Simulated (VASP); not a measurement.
# BaTiO₃, energy difference of two geometries: which settings are enough?

BaTiO₃, Pm-3m (no. 221), 5 atoms in the cell. PBEsol, energy difference of two geometries; PAW potentials Ba_sv, Ti_sv, O (PBE set). VASP 6.6.1.

Wanted: energy difference within 0.5 meV/atom.

What the run is for: energy difference; Accuracy asked: standard; Second geometry: last atom moved by 0.08 A along z, cell strained by +1.0% along z.

The series start from Plane-wave cutoff (eV): 520; k-point mesh: 6 × 6 × 6; Precision mode (PREC): Accurate; Electronic threshold (eV): 1e-6; Aspherical gradient terms in the spheres (LASPH): yes; Electronic algorithm: ALGO=Normal. Each series keeps the choices made before it, and each single choice may use up half of a tolerance. Times cover all steps of a run.

## Plane-wave cutoff (eV)

| Plane-wave cutoff (eV) | Energy difference (meV/atom) | Time (s) |
|---|---|---|
| 320 | 9.92 | 30 |
| 400 | 6.37 | 47 |
| 460 | 6.63 | 45 |
| 520 | 6.63 | 59 |
| 600 | 6.61 | 58 |
| 700 | 6.63 | 67 |
| 840 (reference) | 6.67 | 92 |

## k-point mesh

| k-point mesh | Energy difference (meV/atom) | Time (s) |
|---|---|---|
| 2 × 2 × 2 | 0.41 | 10 |
| 3 × 3 × 3 | 5.76 | 13 |
| 4 × 4 × 4 | 6.44 | 21 |
| 5 × 5 × 5 | 6.62 | 32 |
| 6 × 6 × 6 | 6.63 | 45 |
| 7 × 7 × 7 | 6.56 | 39 |
| 9 × 9 × 9 | 6.63 | 68 |
| 11 × 11 × 11 (reference) | 6.62 | 87 |

## Precision mode (PREC)

| Precision mode (PREC) | Energy difference (meV/atom) | Time (s) |
|---|---|---|
| Low | 6.64 | 14 |
| SingleN | 6.64 | 12 |
| Normal | 6.44 | 15 |
| Accurate (reference) | 6.44 | 21 |

## Electronic threshold (eV)

| Electronic threshold (eV) | Energy difference (meV/atom) | Time (s) |
|---|---|---|
| 0.001 | 6.63 | 12 |
| 0.0001 | 6.65 | 10 |
| 1e-5 | 6.64 | 15 |
| 1e-6 | 6.64 | 14 |
| 1e-7 | 6.64 | 17 |
| 1e-8 (reference) | 6.64 | 19 |

## Aspherical gradient terms in the spheres (LASPH)

| Aspherical gradient terms in the spheres (LASPH) | Energy difference (meV/atom) | Time (s) |
|---|---|---|
| no | 6.64 | 9.4 |
| yes (reference) | 6.63 | 12 |

## Electronic algorithm

| Electronic algorithm | Energy difference (meV/atom) | Time (s) |
|---|---|---|
| ALGO=Normal | 6.64 | 9.4 |
| ALGO=Fast | 7.46 | 12 |
| ALGO=VeryFast | 6.56 | 13 |
| ALGO=All ISEARCH=1 | 6.56 | 9.9 |
| ALGO=All ISEARCH=0 | 6.67 | 10 |
| ALGO=Damped TIME=0.4 | 6.75 | 9.7 |
| ALGO=Damped TIME=0.1 | 7.52 | 18 |

## Question

The rows run from the loosest to the tightest (no order: electronic algorithm). For each series: choose the loosest value from which every tighter one stays within half of the tolerance; where there is no order, keep the first row unless others stay within half of the tolerance and take at least 30 % less time, and then take the fastest.

## Answer

- Plane-wave cutoff (eV): 460
- k-point mesh: 4 × 4 × 4
- Precision mode (PREC): Low
- Electronic threshold (eV): 0.001
- Aspherical gradient terms in the spheres (LASPH): no
- Electronic algorithm: ALGO=Normal

## All choices together

| Input | Energy difference (meV/atom) | Time (s) |
|---|---|---|
| the program's defaults (naive) | 5.74 | 11 |
| chosen settings | 6.64 | 9.4 |
| reference settings throughout | 6.69 | 283 |

The tolerance is met.

## The input

INCAR:
```
  ALGO = Normal
  EDIFF = 0.001
  EFERMI = MIDGAP
  ENCUT = 460
  GGA = PS
  GGA_COMPAT = F
  ISIF = 2
  ISMEAR = 0
  KPAR = 4
  LASPH = F
  LCHARG = F
  LREAL = F
  LWAVE = F
  NELM = 120
  PREC = Low
  SIGMA = 0.03
```

KPOINTS:
```
Automatic mesh
0
Gamma
  4 4 4
  0 0 0
```

POSCAR.step1:
```
BaTiO3
1.0
    4.0060000000      0.0000000000      0.0000000000
    0.0000000000      4.0060000000      0.0000000000
    0.0000000000      0.0000000000      4.0060000000
Ba Ti O
1 1 3
Direct
    0.5000000000      0.5000000000      0.5000000000
    0.0000000000      0.0000000000      0.0000000000
    0.0000000000      0.0000000000      0.5000000000
    0.0000000000      0.5000000000      0.0000000000
    0.5000000000      0.0000000000      0.0000000000
```

POSCAR.step2:
```
BaTiO3
1.0
    4.0060000000      0.0000000000      0.0000000000
    0.0000000000      4.0060000000      0.0000000000
    0.0000000000      0.0000000000      4.0460600000
Ba Ti O
1 1 3
Direct
    0.5000000000      0.5000000000      0.5000000000
    0.0000000000      0.0000000000      0.0000000000
    0.0000000000      0.0000000000      0.5000000000
    0.0000000000      0.5000000000      0.0000000000
    0.5000000000      0.0000000000      0.0199700400
```

Commands (each step's output is kept before the next begins):
```
cat potpaw_PBE.64/Ba_sv/POTCAR potpaw_PBE.64/Ti_sv/POTCAR potpaw_PBE.64/O/POTCAR > POTCAR
cp POSCAR.step1 POSCAR
mpirun -np 4 vasp_std > vasp.out
cp POSCAR.step2 POSCAR
mpirun -np 4 vasp_std > vasp.out
```

The chosen input took VASP 6.6.1 9.4 s on 4 cores (Intel Xeon Platinum 8259CL @ 2.50GHz (Skylake/Cascade Lake)), a shared host.
